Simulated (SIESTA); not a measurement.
**Ga under changes of volume**

One of the cells (17.718 Å³/atom); the others are scaled copies at fixed shape and fractional positions:

```xyz
1
Lattice="-1.3844 1.3844 2.3112 1.3844 -1.3844 2.3112 1.3844 1.3844 -2.3112" Properties=species:S:1:pos:R:3 pbc="T T T"
Ga    0.0000    0.0000    0.0000
```

This isn't the form of Ga at room conditions, which is orthorhombic.

| Quantity | Value |
| --- | --- |
| Program | SIESTA 5.4.2 |
| Functional | PBEsol |
| Potentials or basis | PseudoDojo 0.4 standard (PBEsol files) |
| Basis | DZP (energy shift 0.003 Ry; two zetas on semicore shells) |
| Grid cutoff | 800 Ry |
| Energy shift | 0.003 Ry |
| k mesh | 13 × 13 × 13 |
| Occupations | fermi-dirac, width 0.05 eV |
| Spin | no spin polarisation |

```tsv
volume (Å³/atom)	energy over the lowest point (meV/atom)	pressure (GPa)
16.655	?	?
17.010	6.39	3.1
17.364	1.03	1.3
17.718	0.00	-0.2
18.073	1.66	-1.2
18.427	6.20	-2.3
18.781	12.70	-3.4
```

**Question.** What does the run at 16.655 Å³/atom give?

**Answer.** Energy over the lowest point 14.96 meV/atom; pressure 4.6 GPa.

Worked out: A Birch-Murnaghan fit of order 3 (a polynomial in V^(-2/3)) to the other rows has its minimum at 17.67 Å³/atom with B0 = V·E''(V) = 74 GPa (rough, since the energies scatter) at fixed shape and positions, which overstates the stiffness. It gives 16.38 meV/atom at 16.655 Å³/atom, against the run's 14.96, and -dE/dV = 5.8 GPa, against 4.6.

Energies are extrapolated to zero smearing.

Caveats: the basis of atomic orbitals isn't converged, which shifts pressures, moduli and gaps.
